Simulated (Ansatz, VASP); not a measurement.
## TaH5: VASP beside Ansatz

```
Ta H
1.0
     3.42782    0.00000    0.00000
    -1.71391    2.96858    0.00000
     0.00000    0.00000    2.99552
Ta H
1 5
Direct
  0.00000 0.00000 0.00000
  0.50000 0.00000 0.50000
  0.50000 0.50000 0.50000
  0.00000 0.50000 0.50000
  0.33333 0.66667 0.00000
  0.66667 0.33333 0.00000
```

Change from the starting cell: species swapped into the KAu5 type (P6/mmm, No. 191).

Alike in both runs: functional PBE; k mesh 12 × 12 × 12; occupations gaussian, width 0.1 eV; no spin polarisation.

Ansatz relaxed the structure, and its values are those at the end. VASP's run is a single point on that final structure, the one shown.

|  | VASP | Ansatz |
| --- | --- | --- |
| version | VASP 6.6.1 | Ansatz 0.2.0 |
| potentials or method | VASP PAW PBE potentials, release 64 (Ta_pv, H) | scalar-relativistic, plane waves, PAW |
| plane-wave cutoff (eV) | 520 | 420 |
| valence electrons in the cell | 16 | 18 |

|  | VASP | Ansatz | Ansatz less VASP |
| --- | --- | --- | --- |
| gap on the k mesh at the Fermi level (eV) | none | none | - |
| pressure (GPa) | 0.0 | 0.0 | +0.02 |

A gap of «none» marks a metal or a gap that the smearing closes. The two sets of potentials don't hold the same shells in valence.

The runs have no spin-orbit coupling, so splittings on Ta are missing.
